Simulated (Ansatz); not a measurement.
# Rh: the crystal squeezed far

Aim: compress Rh (sc type) step by step, far beyond the usual range, and follow pressure and electronic structure. The runs shown use LAPW, crystal datasets and norm-conserving. Companion runs by PAW are cited. Its runs: the reference run (LAPW); volume scaled by 1 (crystal datasets and norm-conserving); volume scaled by 0.9 (LAPW); volume scaled by 0.8 (LAPW and crystal datasets); volume scaled by 0.7 (LAPW and norm-conserving); volume scaled by 0.6 (LAPW); volume scaled by 0.5 (LAPW and norm-conserving); volume scaled by 0.4 (LAPW, crystal datasets and norm-conserving).

This is Rh in the simple cubic structure; at room conditions it is fcc.

Computed with Ansatz 0.2.0 (DFT PBE, with the methods named in each step, unless a step's input says otherwise).

1 further run of the same task is left out (it didn't finish).

## 1. Starting point

It takes space group Pm-3m (No. 221, cubic). Conventional cell: a = 2.537 Å, b = 2.537 Å, c = 2.537 Å, α = 90.00°, β = 90.00°, γ = 90.00°. Rh (site symmetry m-3m) has 6 Rh at 2.54 Å as nearest neighbours.

As a file:

```cif
data_structure
_symmetry_space_group_name_H-M 'P 1'
_symmetry_Int_Tables_number 1
_cell_length_a 2.5372
_cell_length_b 2.5372
_cell_length_c 2.5372
_cell_angle_alpha 90.000
_cell_angle_beta 90.000
_cell_angle_gamma 90.000
_cell_volume 16.33
loop_
_atom_site_label
_atom_site_type_symbol
_atom_site_fract_x
_atom_site_fract_y
_atom_site_fract_z
_atom_site_occupancy
Rh1 Rh 0.00000 0.00000 0.00000 1
```

Whether this phase is the stable one at these pressures isn't tested.

## 2. The reference volume, LAPW

File input.yaml:

```yaml
crystal:
  lattice:
    - [2.5371790253, 0.0, 0.0]
    - [0.0, 2.5371790253, 0.0]
    - [0.0, 0.0, 2.5371790253]
  atoms:
    - { symbol: Rh, position: [0.0, 0.0, 0.0] }
kpoints:
  mp_grid: { grid: [15, 15, 15] }
  band_path:
    path:
      - [0.0, 0.0, 0.0]
      - [0.0, 0.5, 0.0]
      - [0.5, 0.5, 0.0]
      - [0.0, 0.0, 0.0]
      - [0.5, 0.5, 0.5]
      - [0.0, 0.5, 0.0]
      - [0.5, 0.5, 0.5]
      - [0.5, 0.5, 0.0]
    npoints: 14
scf:
  occupations: { method: fermi_dirac, width: 0.1 }
hamiltonian:
  xc: pbe
  pseudopotentials: { kind: all_electron, lapw: { basis_error: 0.001 } }
output:
  forces: true
  stress: true
  eigenvalues: true
  populations: true
  dos: { projected: true, de: 0.2, e_range: [-14, 8] }
```

Run with:

```bash
ansatz run input.yaml --threads 1 --pin off --max-ram 2048MiB --backend cpu --events-out ev --progress --plain --runs-dir out
```

## 3. Volume scaled by 1, crystal datasets

File input.yaml:

```yaml
crystal:
  lattice:
    - [2.5371790253, 0.0, 0.0]
    - [0.0, 2.5371790253, 0.0]
    - [0.0, 0.0, 2.5371790253]
  atoms:
    - { symbol: Rh, position: [0.0, 0.0, 0.0] }
kpoints:
  mp_grid: { grid: [15, 15, 15] }
scf:
  occupations: { method: fermi_dirac, width: 0.1 }
hamiltonian:
  xc: pbe
  pseudopotentials: { kind: all_electron, datasets: crystal }
output:
  forces: true
  stress: true
  eigenvalues: true
```

## 4. Volume scaled by 1, norm-conserving

Edit input.yaml of step 3 so:

```diff
@@ -13,3 +13,3 @@
   xc: pbe
-  pseudopotentials: { kind: all_electron, datasets: crystal }
+  pseudopotentials: { kind: nc }
 output:
```

## 5. Volume scaled by 0.9, LAPW

File input.yaml:

```yaml
crystal:
  lattice:
    - [2.4496194158, 0.0, 0.0]
    - [0.0, 2.4496194158, 0.0]
    - [0.0, 0.0, 2.4496194158]
  atoms:
    - { symbol: Rh, position: [0.0, 0.0, 0.0] }
kpoints:
  mp_grid: { grid: [15, 15, 15] }
scf:
  occupations: { method: fermi_dirac, width: 0.1 }
hamiltonian:
  xc: pbe
  pseudopotentials: { kind: all_electron, lapw: { basis_error: 0.001 } }
output:
  forces: true
  stress: true
  eigenvalues: true
  populations: true
```

## 6. Volume scaled by 0.8, LAPW

Edit input.yaml of step 5 so:

```diff
@@ -2,5 +2,5 @@
   lattice:
-    - [2.4496194158, 0.0, 0.0]
-    - [0.0, 2.4496194158, 0.0]
-    - [0.0, 0.0, 2.4496194158]
+    - [2.3553083665, 0.0, 0.0]
+    - [0.0, 2.3553083665, 0.0]
+    - [0.0, 0.0, 2.3553083665]
   atoms:
```

## 7. Volume scaled by 0.8, crystal datasets

Edit input.yaml of step 6 so:

```diff
@@ -13,3 +13,3 @@
   xc: pbe
-  pseudopotentials: { kind: all_electron, lapw: { basis_error: 0.001 } }
+  pseudopotentials: { kind: all_electron, datasets: crystal }
 output:
@@ -18,2 +18 @@
   eigenvalues: true
-  populations: true
```

## 8. Volume scaled by 0.7, LAPW

File input.yaml:

```yaml
crystal:
  lattice:
    - [2.2527714097, 0.0, 0.0]
    - [0.0, 2.2527714097, 0.0]
    - [0.0, 0.0, 2.2527714097]
  atoms:
    - { symbol: Rh, position: [0.0, 0.0, 0.0] }
kpoints:
  mp_grid: { grid: [15, 15, 15] }
scf:
  occupations: { method: fermi_dirac, width: 0.1 }
hamiltonian:
  xc: pbe
  pseudopotentials: { kind: all_electron, lapw: { basis_error: 0.001 } }
output:
  forces: true
  stress: true
  eigenvalues: true
  populations: true
```

## 9. Volume scaled by 0.7, norm-conserving

Edit input.yaml of step 8 so:

```diff
@@ -13,3 +13,3 @@
   xc: pbe
-  pseudopotentials: { kind: all_electron, lapw: { basis_error: 0.001 } }
+  pseudopotentials: { kind: nc }
 output:
@@ -18,2 +18 @@
   eigenvalues: true
-  populations: true
```

## 10. Volume scaled by 0.6, LAPW

File input.yaml:

```yaml
crystal:
  lattice:
    - [2.1399396677, 0.0, 0.0]
    - [0.0, 2.1399396677, 0.0]
    - [0.0, 0.0, 2.1399396677]
  atoms:
    - { symbol: Rh, position: [0.0, 0.0, 0.0] }
kpoints:
  mp_grid: { grid: [15, 15, 15] }
scf:
  occupations: { method: fermi_dirac, width: 0.1 }
hamiltonian:
  xc: pbe
  pseudopotentials: { kind: all_electron, lapw: { basis_error: 0.001 } }
output:
  forces: true
  stress: true
  eigenvalues: true
  populations: true
```

## 11. Volume scaled by 0.5, LAPW

Edit input.yaml of step 10 so:

```diff
@@ -2,5 +2,5 @@
   lattice:
-    - [2.1399396677, 0.0, 0.0]
-    - [0.0, 2.1399396677, 0.0]
-    - [0.0, 0.0, 2.1399396677]
+    - [2.0137603269, 0.0, 0.0]
+    - [0.0, 2.0137603269, 0.0]
+    - [0.0, 0.0, 2.0137603269]
   atoms:
```

## 12. Volume scaled by 0.5, norm-conserving

Edit input.yaml of step 11 so:

```diff
@@ -13,3 +13,3 @@
   xc: pbe
-  pseudopotentials: { kind: all_electron, lapw: { basis_error: 0.001 } }
+  pseudopotentials: { kind: nc }
 output:
@@ -18,2 +18 @@
   eigenvalues: true
-  populations: true
```

## 13. Volume scaled by 0.4, LAPW

File input.yaml:

```yaml
crystal:
  lattice:
    - [1.8694094894, 0.0, 0.0]
    - [0.0, 1.8694094894, 0.0]
    - [0.0, 0.0, 1.8694094894]
  atoms:
    - { symbol: Rh, position: [0.0, 0.0, 0.0] }
kpoints:
  mp_grid: { grid: [15, 15, 15] }
  band_path:
    path:
      - [0.0, 0.0, 0.0]
      - [0.0, 0.5, 0.0]
      - [0.5, 0.5, 0.0]
      - [0.0, 0.0, 0.0]
      - [0.5, 0.5, 0.5]
      - [0.0, 0.5, 0.0]
      - [0.5, 0.5, 0.5]
      - [0.5, 0.5, 0.0]
    npoints: 8
scf:
  occupations: { method: fermi_dirac, width: 0.1 }
hamiltonian:
  xc: pbe
  pseudopotentials: { kind: all_electron, lapw: { basis_error: 0.001 } }
output:
  forces: true
  stress: true
  eigenvalues: true
  populations: true
  dos: { projected: true, de: 0.2, e_range: [-14, 8] }
```

## 14. Volume scaled by 0.4, crystal datasets

File input.yaml:

```yaml
crystal:
  lattice:
    - [1.8694094894, 0.0, 0.0]
    - [0.0, 1.8694094894, 0.0]
    - [0.0, 0.0, 1.8694094894]
  atoms:
    - { symbol: Rh, position: [0.0, 0.0, 0.0] }
kpoints:
  mp_grid: { grid: [15, 15, 15] }
scf:
  occupations: { method: fermi_dirac, width: 0.1 }
hamiltonian:
  xc: pbe
  pseudopotentials: { kind: all_electron, datasets: crystal }
output:
  forces: true
  stress: true
  eigenvalues: true
```

## 15. Volume scaled by 0.4, norm-conserving

Edit input.yaml of step 14 so:

```diff
@@ -13,3 +13,3 @@
   xc: pbe
-  pseudopotentials: { kind: all_electron, datasets: crystal }
+  pseudopotentials: { kind: nc }
 output:
```

(Steps that only read results are left out.)

**Question.** What will these runs give? Wanted: LAPW pressure at 0.4 of the volume; PAW pressure at 0.4 of the volume; crystal datasets pressure at 0.4 of the volume; norm-conserving pressure at 0.4 of the volume; fitted bulk modulus at zero pressure.

As calculated:

```
                                      quantity       value
            LAPW pressure at 0.4 of the volume  1482.1 GPa
             PAW pressure at 0.4 of the volume  1467.8 GPa
crystal datasets pressure at 0.4 of the volume  1482.1 GPa
 norm-conserving pressure at 0.4 of the volume  1492.2 GPa
   fitted bulk modulus at zero pressure (LAPW)     197 GPa
                       its pressure derivative        4.50
```

**Reading.** By LAPW the pressure climbs to 1482 GPa at 0.4 of the first volume. A third-order Birch-Murnaghan curve fits the range only roughly (B₀ = 197 GPa, B′ = 4.50, misfit at most 13.98 GPa). A fit over so wide a range leans to the high pressures, so B₀ can be off by several per cent. Where LAPW's pressure is over 3 GPa, PAW's departs from it by at most 1.0 %, at 0.4 of the volume. The ions are at rest, and the electrons smeared by 0.1 eV.
